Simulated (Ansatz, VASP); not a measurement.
## Sb in VASP and in Ansatz

```
Sb
1.0
     4.06850    0.00000    0.00000
    -2.03425    3.52342    0.00000
     0.00000    0.00000   27.10000
Sb
2
Cartesian
  0.0000 2.3489 7.0000
  2.0343 1.1745 8.6500
```

Alike in both runs: functional PBE; dispersion D3(BJ); k mesh 12 × 12 × 1; occupations gaussian, width 0.03 eV; no spin polarisation.

Ansatz relaxed the structure, and its values are those at the end. VASP's run is a single point on that final structure, the one shown.

|  | VASP | Ansatz |
| --- | --- | --- |
| version | VASP 6.6.1 | Ansatz 0.2.0 |
| potentials or method | VASP PAW PBE potentials, release 64 (Sb) | scalar-relativistic, plane waves, PAW |
| plane-wave cutoff (eV) | 520 | 420 |
| valence electrons in the cell | 10 | 30 |

|  | VASP | Ansatz | Ansatz less VASP |
| --- | --- | --- | --- |
| gap on the k mesh at the Fermi level (eV) | 1.19 | 1.18 | -0.007 |
| least direct gap on the mesh (eV) | 1.64 | 1.67 | +0.029 |
| rms of the force components (eV/Å) | 0.052 | 0.002 | -0.0501 |

The two sets of potentials don't hold the same shells in valence. Ansatz warned: «slab_cell_height_set».

Caveats: spin-orbit coupling is left out, which moves the levels of the heavy elements.
